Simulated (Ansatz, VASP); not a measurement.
I: VASP beside Ansatz

Contents of run.py:

```python
from ase.calculators.vasp import Vasp
from ase.dft.bandgap import bandgap
from ase.io import read

atoms = read('POSCAR')
calc = Vasp(
    directory='calc',
    xc='rpbe',
    pp='PBE',
    setups='recommended',
    prec='Accurate',
    encut=520,
    ediff=1e-06,
    ismear=0,
    sigma=0.02,
    lreal=False,
    lasph=True,
    nelm=60,
    algo='Normal',
    isif=2,
    lwave=False,
    lcharg=False,
    kpts=[9, 9, 9],
    gamma=True,
    nbands=10,
)
atoms.calc = calc

print('energy (eV):', atoms.get_potential_energy())
print('free energy (eV):', atoms.get_potential_energy(force_consistent=True))
print('forces (eV/A):')
print(atoms.get_forces())
print('stress (eV/A^3, Voigt):', atoms.get_stress())
print('Fermi level (eV):', calc.get_fermi_level())
gap, top, bottom = bandgap(calc)
print('band gap (eV):', gap, 'from (spin, k, band)', top, 'to', bottom)
```

File POSCAR:

```
I
1.0
    0.0000000000      2.3656004428      3.9098401324
    2.1922454667      0.0000000000      3.9098401324
    2.1922454667      2.3656004428      0.0000000000
I
1
Direct
    0.0000000000      0.0000000000      0.0000000000
```

Contents of input.yaml:

```yaml
crystal:
  lattice:
    - [0.0, 2.3656004428, 3.9098401324]
    - [2.1922454667, 0.0, 3.9098401324]
    - [2.1922454667, 2.3656004428, 0.0]
  atoms:
    - { symbol: I, position: [0.0, 0.0, 0.0] }
hamiltonian:
  xc: rpbe
  pseudopotentials: { kind: paw }
kpoints:
  mp_grid: { grid: [9, 9, 9] }
scf:
  occupations: { method: gaussian, width: 0.02 }
output:
  forces: true
  stress: true
  eigenvalues: true
```

Alike in both runs: task single point; functional RPBE; k mesh 9 × 9 × 9; occupations gaussian, width 0.02 eV; no spin polarisation.

|  | VASP | Ansatz |
| --- | --- | --- |
| version | VASP 6.6.1 | Ansatz 0.2.0 |
| potentials or method | VASP PAW PBE potentials, release 64 (I) | Ansatz PAW |
| plane-wave cutoff (eV) | 520 | 420 |
| valence electrons in the cell | 7 | 17 |

Ansatz gave:

```
gap on the k mesh at the Fermi level (eV)       : none
pressure (GPa)                                  : 1.8
largest component of the traceless stress (GPa) : 0.23
```

Problem. Which values does VASP return?

Solution. gap on the k mesh at the Fermi level (eV): none; pressure (GPa): 1.8; largest component of the traceless stress (GPa): 0.27.

A gap of «none» marks a metal or a gap that the smearing closes. The two sets of potentials don't hold the same shells in valence.

Caveats: an odd number of electrons without spin polarisation forces a metal; a magnetic or distorted state may lie lower; the PAW data sets were made with another functional, which shifts forces and pressure a little (VASP); the PAW data sets come from PBE, with cores solved anew for the run's functional, which leaves a small shift of forces and pressure (Ansatz). Spin-orbit coupling is left out, which matters for the levels of I.
